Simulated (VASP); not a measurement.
# InSb (F-43m) in VASP: settings compared

Aim: see how the results for InSb move with the level of theory and the settings. Levels: PBEsol, PBE. Tasks: relaxation of cell and atoms.

All numbers are computed with VASP 6.6.1; they aren't measurements. Logs are shortened: lines on timing, memory, paths and dates and some standing lists are left out, and cuts for length are marked.

## 1. Starting point

Symmetry: F-43m, No. 216, cubic system. The conventional cell has a = 6.521 Å, b = 6.521 Å, c = 6.521 Å, α = 90.00°, β = 90.00°, γ = 90.00°. In (site symmetry -43m) has 4 Sb at 2.82 Å as nearest neighbours. Sb (site symmetry -43m) has 4 In at 2.82 Å as nearest neighbours.

## 2. Relaxation of cell and atoms, PBEsol

INCAR reads:

```
SYSTEM = InSb
PREC = Accurate
ENCUT = 600
EDIFF = 1E-7
ISMEAR = 0
SIGMA = 0.03
LREAL = .FALSE.
LASPH = .TRUE.
NELM = 80
ALGO = Normal
ISIF = 3
LWAVE = .FALSE.
LCHARG = .FALSE.
GGA = PS
IBRION = 2
NSW = 90
EDIFFG = -0.005
KPAR = 4
```

KPOINTS reads:

```
Automatic mesh
0
G
  10 10 10
  0 0 0
```

POSCAR reads:

```
InSb                                    
1.0
    0.0000000000      3.2603245811      3.2603245811
    3.2603245811      0.0000000000      3.2603245811
    3.2603245811      3.2603245811     -0.0000000000
  In              Sb            
     1     1
Direct
     0.0000000000000000    0.0000000000000000    0.0000000000000000
     0.2500000000000000    0.2500000000000000    0.2500000000000000
```

Potentials or basis: VASP PAW PBE potentials, release 64 (In_d, Sb).

Run with:

```console
$ cat potpaw_PBE.64/In_d/POTCAR potpaw_PBE.64/Sb/POTCAR > POTCAR
$ mpirun -np 4 vasp_std > vasp.out
```

OUTCAR:

```text
SYSTEM = InSb
   PREC = Accurate
   ENCUT = 600
   EDIFF = 1E-7
   ISMEAR = 0
   LREAL = .FALSE.
   LASPH = .TRUE.
   NELM = 80
   ISIF = 3
   GGA = PS
   IBRION = 2
   NSW = 90
   EDIFFG = -0.005

 ion  position               nearest neighbor table
   1  0.000  0.000  0.000-   2 2.82   2 2.82   2 2.82   2 2.82
   2  0.250  0.250  0.250-   1 2.82   1 2.82   1 2.82   1 2.82

  LATTYP: Found a face centered cubic cell.
 ALAT       =     6.5206491622

  Lattice vectors:

 A1 = (   0.0000000000,   3.2603245811,   3.2603245811)
 A2 = (   3.2603245811,   0.0000000000,   3.2603245811)
 A3 = (   3.2603245811,   3.2603245811,   0.0000000000)

Analysis of symmetry for initial positions (statically):
=====================================================================
 Subroutine PRICEL returns:
 Original cell was already a primitive cell.

 Routine SETGRP: Setting up the symmetry group for a
 face centered cubic supercell.

 Subroutine GETGRP returns: Found 24 space group operations
 (whereof 24 operations were pure point group operations)
 out of a pool of 48 trial point group operations.

The static configuration has the point symmetry T_d .

Analysis of symmetry for dynamics (positions and initial velocities):
=====================================================================
 Subroutine PRICEL returns:
 Original cell was already a primitive cell.

 Routine SETGRP: Setting up the symmetry group for a
 face centered cubic supercell.

 Subroutine GETGRP returns: Found 24 space group operations
 (whereof 24 operations were pure point group operations)
 out of a pool of 48 trial point group operations.

The dynamic configuration has the point symmetry T_d .

 Subroutine INISYM returns: Found 24 space group operations
 (whereof 24 operations are pure point group operations),
 and found     1 'primitive' translations

----------------------------------------------------------------------------------------

                                     Primitive cell

  volume of cell :      69.3127

  direct lattice vectors                    reciprocal lattice vectors
     0.000000000  3.260324581  3.260324581    -0.153358964  0.153358964  0.153358964
     3.260324581  0.000000000  3.260324581     0.153358964 -0.153358964  0.153358964
     3.260324581  3.260324581  0.000000000     0.153358964  0.153358964 -0.153358964

  length of vectors
     4.610795240  4.610795240  4.610795240     0.265625517  0.265625517  0.265625517

  position of ions in fractional coordinates (direct lattice)
     0.000000000  0.000000000  0.000000000
     0.250000000  0.250000000  0.250000000

  ion indices of the primitive-cell ions
   primitive index   ion index
                 1           1
                 2           2

----------------------------------------------------------------------------------------

 KPOINTS: Automatic mesh

Automatic generation of k-mesh.
 Grid dimensions read from file:
 generate k-points for:   10   10   10

 Generating k-lattice:

  Cartesian coordinates                     Fractional coordinates (reciprocal lattice)
    -0.015335896  0.015335896  0.015335896     0.100000000  0.000000000  0.000000000
     0.015335896 -0.015335896  0.015335896     0.000000000  0.100000000  0.000000000
     0.015335896  0.015335896 -0.015335896     0.000000000  0.000000000  0.100000000

  Length of vectors
     0.026562552  0.026562552  0.026562552

  Shift w.r.t. Gamma in fractional coordinates (k-lattice)
     0.000000000  0.000000000  0.000000000

 Subroutine IBZKPT returns following result:
 ===========================================

 Found     47 irreducible k-points:

 Following reciprocal coordinates:
            Coordinates               Weight
  0.000000  0.000000  0.000000      1.000000
  0.100000  0.000000  0.000000      8.000000
  0.200000  0.000000  0.000000      8.000000
  0.300000  0.000000  0.000000      8.000000
  0.400000  0.000000  0.000000      8.000000
  0.500000  0.000000  0.000000      4.000000
[... 16 lines left out ...]
  0.300000  0.300000  0.000000      6.000000
  0.400000  0.300000  0.000000     24.000000
 [... further k-points ...]
   k-points           NKPTS =     47   k-points in BZ     NKDIM =     47   number of bands    NBANDS=     13
   number of dos      NEDOS =    301   number of ions     NIONS =      2
   total plane-waves  NPLWV =  64000
   dimension x,y,z NGX =    40 NGY =   40 NGZ =   40
   dimension x,y,z NGXF=    80 NGYF=   80 NGZF=   80
   ions per type =               1   1
   NGX,Y,Z   is equivalent  to a cutoff of  14.42, 14.42, 14.42 a.u.
   NGXF,Y,Z  is equivalent  to a cutoff of  28.84, 28.84, 28.84 a.u.
 SYSTEM =  InSb
   PREC   = accura    normal or accurate (medium, high low for compatibility)
   ISTART =      0    job   : 0-new  1-cont  2-samecut
   ICHARG =      2    charge: 1-file 2-atom 10-const
   ISPIN  =      1    spin polarized calculation?
   LNONCOLLINEAR =      F non collinear calculations
   LSORBIT =      F    spin-orbit coupling
   LASPH  =      T    aspherical Exc in radial PAW
   ENCUT  =  600.0 eV  44.10 Ry    6.64 a.u.   9.21  9.21  9.21*2*pi/ulx,y,z
   NELM   =     80;   NELMIN=  2; NELMDL= -5     # of ELM steps
   EDIFF  = 0.1E-06   stopping-criterion for ELM
   LREAL  =      F    real-space projection
   EDIFFG = -.5E-02   stopping-criterion for IOM
   NSW    =     90    number of steps for IOM
   IBRION =      2    ionic relax: 0-MD 1-quasi-New 2-CG
   NFREE  =      1    steps in history (QN), initial steepest desc. (CG)
   ISIF   =      3    stress and relaxation
   ISYM   =      2    0-nonsym 1-usesym 2-fastsym
   POTIM  = 0.5000    time-step for ionic-motion
   TEBEG  =    0.0;   TEEND  =   0.0 temperature during run
   PSTRESS=    0.0 pullay stress
   NELECT =      18.0000    total number of electrons
   NUPDOWN=      -1.0000    fix difference up-down
   EMIN   =  10.00;   EMAX   =-10.00  energy-range for DOS
   EFERMI =   0.00;   METHOD = LEGACY
   ISMEAR =     0;   SIGMA  =   0.03  broadening in eV -4-tet -1-fermi 0-gaus
   EFERMI_NEDOS =   21; number of points for ismear=-14 and -15
   IALGO  =     38    algorithm
   IMIX   =      4    mixing-type and parameters
     AMIX     =   0.40;   BMIX     =  1.00
     AMIX_MAG =   1.60;   BMIX_MAG =  1.00
  volume/ion in A,a.u.               =      34.66       233.87
  Fermi-wavevector in a.u.,A,eV,Ry     =   1.044467  1.973757 14.842757  1.090912
  Thomas-Fermi vector in A             =   2.179221
   LORBIT       =      0    0 simple, 1 ext, 2 COOP (PROOUT), +10 PAW based schemes
   GGA     = PS    functional components
   LHFCALC =     F    Hartree Fock is set to
   AEXX    =    0.0000 exact exchange contribution
   IVDW    =     0    specifies the selected vdW correction
   LEPSILON=     F    determine dielectric tensor
   LRPA    =     F    only Hartree local field effects (RPA)
 conjugate gradient relaxation of ions
 non-spin polarized calculation
 Gauss-broadening in eV      SIGMA  =   0.03
  energy-cutoff  :      600.00
  volume of cell :       69.31
 maximum number of plane-waves:      2334
 NGX is ok and might be reduce to    40
   NGX = 19   NGY = 19   NGZ = 19

 number of electron      17.9999999 magnetization

 Free energy of the ion-electron system (eV)
  ---------------------------------------------------
  ext. energy  EPLUGINS =         0.00000000
  ---------------------------------------------------
  free energy    TOTEN  =        -7.69993792 eV

  energy without entropy =       -7.69989164  energy(sigma->0) =       -7.69991478

 E-fermi :   4.7704     XC(G=0):  -8.7871

 val. band max:        4.7612871962   @ k =   0.0000   0.0000   0.0000
 cond. band min:       5.1998313325   @ k =   0.5000   0.0000   0.0000
 fundamental gap:      0.4385441363
 Fermi energy:         4.7704242703

 k-point     1 :       0.0000    0.0000    0.0000
  band No.  band energies     occupation
      1      -9.7389      2.00000
      2      -9.7389      2.00000
      3      -9.7389      2.00000
      4      -9.6576      2.00000
      5      -9.6576      2.00000
      6      -5.8670      2.00000
      7       4.3915      2.00000
      8       4.7613      1.33333
      9       4.7613      1.33333
     10       4.7613      1.33333
     11       7.6946      0.00000
     12       7.6946      0.00000
     13       7.6946      0.00000

 k-point     2 :       0.1000    0.0000    0.0000
  band No.  band energies     occupation
      1      -9.7433      2.00000
      2      -9.7369      2.00000
      3      -9.7369      2.00000
      4      -9.6578      2.00000
      5      -9.6578      2.00000
      6      -5.7780      2.00000
      7       3.2096      2.00000
      8       4.6245      2.00000
      9       4.6245      2.00000
     10       5.4991      0.00000
     11       7.8794      0.00000
     12       7.8852      0.00000
     13       7.8852      0.00000

 k-point     3 :       0.2000    0.0000    0.0000
  band No.  band energies     occupation
      1      -9.7548      2.00000
      2      -9.7319      2.00000
      3      -9.7319      2.00000
      4      -9.6579      2.00000
      5      -9.6579      2.00000
      6      -5.5216      2.00000
      7       1.8050      2.00000
      8       4.3299      2.00000
      9       4.3299      2.00000
     10       5.6180      0.00000
     11       8.2654      0.00000
     12       8.2654      0.00000
     13       8.7472      0.00000

 k-point     4 :       0.3000    0.0000    0.0000
  band No.  band energies     occupation
      1      -9.7689      2.00000
      2      -9.7263      2.00000
      3      -9.7263      2.00000
      4      -9.6575      2.00000
      5      -9.6575      2.00000
      6      -5.1381      2.00000
      7       0.5331      2.00000
      8       4.0417      2.00000
      9       4.0417      2.00000
     10       5.4258      0.00000
     11       8.5088      0.00000
     12       8.5088      0.00000
     13      10.0198      0.00000

 k-point     5 :       0.4000    0.0000    0.0000
  band No.  band energies     occupation
      1      -9.7801      2.00000
      2      -9.7224      2.00000
      3      -9.7224      2.00000
      4      -9.6565      2.00000
      5      -9.6565      2.00000
      6      -4.7344      2.00000
      7      -0.4249      2.00000
      8       3.8459      2.00000
      9       3.8459      2.00000
     10       5.2597      0.00000
     11       8.5473      0.00000
     12       8.5473      0.00000
     13      10.7566      0.00000
[... 257 lines left out ...]
 k-point    22 :      -0.2000    0.2000    0.0000
  band No.  band energies     occupation
      1      -9.7746      2.00000
      2      -9.7239      2.00000
      3      -9.7212      2.00000
      4      -9.6602      2.00000
      5      -9.6566      2.00000
      6      -5.0030      2.00000
      7       0.5408      2.00000
      8       2.6140      2.00000
      9       4.0845      2.00000
     10       6.6069      0.00000
     11       8.6622      0.00000
     12       8.6706      0.00000
     13       9.2084      0.00000

 k-point    23 :       0.3000    0.3000    0.0000
  band No.  band energies     occupation
      1      -9.7909      2.00000
      2      -9.7119      2.00000
      3      -9.7119      2.00000
      4      -9.6689      2.00000
      5      -9.6519      2.00000
      6      -4.8731      2.00000
      7       0.4392      2.00000
      8       3.0776      2.00000
      9       3.0776      2.00000
     10       6.0955      0.00000
     11       7.0080      0.00000
     12      10.6653      0.00000
     13      10.6653      0.00000

 k-point    24 :       0.4000    0.3000    0.0000
  band No.  band energies     occupation
      1      -9.7997      2.00000
      2      -9.7077      2.00000
      3      -9.7068      2.00000
      4      -9.6705      2.00000
      5      -9.6512      2.00000
      6      -4.5370      2.00000
      7      -0.1967      2.00000
      8       2.6454      2.00000
      9       2.8980      2.00000
     10       6.2252      0.00000
     11       6.9884      0.00000
     12      10.5039      0.00000
     13      11.0533      0.00000

 [... further k-points ...]

------------------------ aborting loop because EDIFF is reached ----------------------------------------

  FORCE on cell =-STRESS in cart. coord.  units (eV):
  Direction    XX          YY          ZZ          XY          YZ          ZX
  --------------------------------------------------------------------------------------
  -------------------------------------------------------------------------------------
  Total        0.0011277      0.0011277      0.0011277      0.0000000      0.0000000     -0.0000000
  in kB        0.0260662      0.0260662      0.0260662      0.0000000      0.0000000     -0.0000000
  external PRESSURE =       0.0260662 kB  Pullay stress =       0.0000000 kB

 VOLUME and BASIS-vectors are now :
 -----------------------------------------------------------------------------
  energy-cutoff  :      600.00
  volume of cell :       69.31
      direct lattice vectors                 reciprocal lattice vectors
     0.000000000  3.260324581  3.260324581    -0.153358964  0.153358964  0.153358964
     3.260324581  0.000000000  3.260324581     0.153358964 -0.153358964  0.153358964
     3.260324581  3.260324581  0.000000000     0.153358964  0.153358964 -0.153358964

 POSITION                                       TOTAL-FORCE (eV/Angst)
 -----------------------------------------------------------------------------------
      0.00000      0.00000      0.00000         0.000000      0.000000      0.000000
      1.63016      1.63016      1.63016        -0.000000     -0.000000     -0.000000
 -----------------------------------------------------------------------------------
    total drift:                               -0.000000     -0.000000     -0.000000

  FREE ENERGIE OF THE ION-ELECTRON SYSTEM (eV)
  ---------------------------------------------------
  free  energy   TOTEN  =        -7.6999379196 eV

  energy  without entropy=       -7.6998916409  energy(sigma->0) =       -7.69991478

 reached required accuracy - stopping structural energy minimisation
```

Wall time 18 s (4 MPI ranks of Intel Xeon Platinum 8488C (Sapphire Rapids), shared host); peak memory 0.26 GiB.

Results:

* Free energy: -7.6999 eV
* Pressure after relaxing: 0.0 GPa
* Band gap on the k mesh: none (metal or under the smearing width)

Final structure:
```yaml
crystal:
  lattice:
    - [0.00000, 3.26032, 3.26032]
    - [3.26032, 0.00000, 3.26032]
    - [3.26032, 3.26032, 0.00000]
  atoms:
    - { symbol: In, position: [0.00000, 0.00000, 0.00000] }
    - { symbol: Sb, position: [0.25000, 0.25000, 0.25000] }
```

Levels at points of the mesh, in eV from the Fermi level:
```csv
k point,band 6,band 7,band 8,band 9,band 10,band 11,band 12,band 13
"(0.00, 0.00, 0.00)",-10.64,-0.38,-0.01,-0.01,-0.01,2.92,2.92,2.92
"(0.50, 0.00, 0.00)",-9.31,-5.58,-0.99,-0.99,0.43,3.76,3.76,5.96
"(0.50, 0.50, 0.00)",-8.72,-5.88,-2.22,-2.22,1.27,1.28,8.00,8.00
```

Caveat: the relaxation stopped at its first step, so nothing moved; the PAW data sets were made with another functional, which shifts forces and pressure a little; this crystal is a semiconductor, whose small gap the functional closes, so the metal is an error of the method. The run has no spin-orbit coupling, so splittings on Sb are missing.

## 3. Relaxation of cell and atoms, PBE

This run uses another cell than the first one, of 33.98 Å³/atom, 0.981 times its volume.

INCAR reads:

```
SYSTEM = InSb
ALGO     = Normal         ! electronic algorithm
EDIFF    = 1E-6           ! SCF threshold, eV
EDIFFG   = -0.01          ! ionic threshold
ENCUT    = 300            ! plane-wave cutoff, eV
GGA      = PE             ! functional
IBRION   = 2              ! ionic algorithm
ISIF     = 3              ! what is computed and relaxed
ISMEAR   = 0              ! smearing method
LASPH    = .TRUE.         ! aspherical terms in the spheres
LCHARG   = .FALSE.        ! write CHGCAR
LREAL    = .FALSE.        ! projectors in reciprocal space
LWAVE    = .FALSE.        ! write WAVECAR
NELM     = 80             ! most SCF steps
NSW      = 90             ! ionic steps
PREC     = Accurate       ! precision mode
SIGMA    = 0.03           ! smearing width, eV
```

KPOINTS reads:

```
k-points
0
G
  5 5 5
  0 0 0
```

POSCAR reads:

```
InSb
1.0
    0.0000000000      3.2391000000      3.2391000000
    3.2391000000      0.0000000000      3.2391000000
    3.2391000000      3.2391000000      0.0000000000
In Sb
1 1
Direct
    0.0000000000      0.0000000000      0.0000000000
    0.2500000000      0.2500000000      0.2500000000
```

Potentials or basis: VASP PAW PBE potentials, release 64 (In, Sb).

Run with:

```console
$ cat potpaw_PBE.64/In/POTCAR potpaw_PBE.64/Sb/POTCAR > POTCAR
$ mpirun -np 1 vasp_std > vasp.out
```

Wall time 9.1 s (1 thread of Intel Xeon Platinum 8488C (Sapphire Rapids), shared host); peak memory 0.16 GiB.

The run converged. Its results:

| Item | Value |
| --- | --- |
| Free energy | -6.8873 eV |
| Relaxed volume | 36.86 Å³/atom |
| Relaxed cell | a = 4.706 Å, b = 4.706 Å, c = 4.706 Å, α = 60.00°, β = 60.00°, γ = 60.00° |
| Space group after relaxing (to 0.05 Å) | F-43m (No. 216) |
| Energy gained by relaxing | 30.4 meV/atom |
| Ionic steps | 3 |
| Pressure after relaxing | 0.0 GPa |
| Band gap on the k mesh | none (metal or under the smearing width) |

Step by step:
```
step  energy change (eV)  largest force (eV/Å)  pressure (GPa)  volume (Å³)
   1              0.0000                0.0000            3.67        67.97
   2             -0.0539                0.0000           -0.99        75.91
   3             -0.0609                0.0000            0.02        73.71
```

Final structure:
```yaml
crystal:
  lattice:
    - [0.00000, 3.32793, 3.32793]
    - [3.32793, 0.00000, 3.32793]
    - [3.32793, 3.32793, 0.00000]
  atoms:
    - { symbol: In, position: [0.00000, 0.00000, 0.00000] }
    - { symbol: Sb, position: [0.25000, 0.25000, 0.25000] }
```

Levels at points of the mesh, in eV from the Fermi level:
| k point | band 1 | band 2 | band 3 | band 4 | band 5 | band 6 | band 7 | band 8 |
| --- | --- | --- | --- | --- | --- | --- | --- | --- |
| (0.00, 0.00, 0.00) | -10.23 | -0.61 | -0.01 | -0.01 | -0.01 | 2.97 | 2.97 | 2.97 |

Caveat: this crystal is a semiconductor, whose small gap the functional closes, so the metal is an error of the method. PBE usually gives volumes a little too large and moduli too small.

(Continued in part 2 of 2.)
